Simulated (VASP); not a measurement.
Input of a VASP 6.6.1 run:

File INCAR:

```
SYSTEM = LiCl
PREC = Accurate
ENCUT = 520
EDIFF = 1E-6
ISMEAR = 0
SIGMA = 0.1
LREAL = .False.
LASPH = .True.
NELM = 60
ALGO = Normal
ISIF = 2
LWAVE = .False.
LCHARG = .True.
LELF = .True.
LVHAR = .True.
NBANDS = 18
```

File KPOINTS:

```
Automatic mesh
0
Gamma
  6 6 4
  0 0 0
```

The input POSCAR:

```
LiCl
1.0
    3.9248822083      0.0000000000      0.0000000000
   -1.9624411042      3.3990476993      0.0000000000
    0.0000000000      0.0000000000      6.3571610000
Li Cl
2 2
Direct
    0.6666666700      0.3333333300      0.8760170000
    0.3333333300      0.6666666700      0.3760170000
    0.6666666700      0.3333333300      0.4989840000
    0.3333333300      0.6666666700      0.9989840000
```

Potentials or basis: VASP PAW LDA potentials, release 64 (Li_sv, Cl).

Command:

```console
$ cat potpaw_LDA.64/Li_sv/POTCAR potpaw_LDA.64/Cl/POTCAR > POTCAR
$ mpirun -np 1 vasp_std > vasp.out
```

(1) What does it give for the largest force?

(2) Estimate the band gap on the k mesh.

Answers

(1) 0.016 eV/Å.

(2) 5.53 eV, direct.
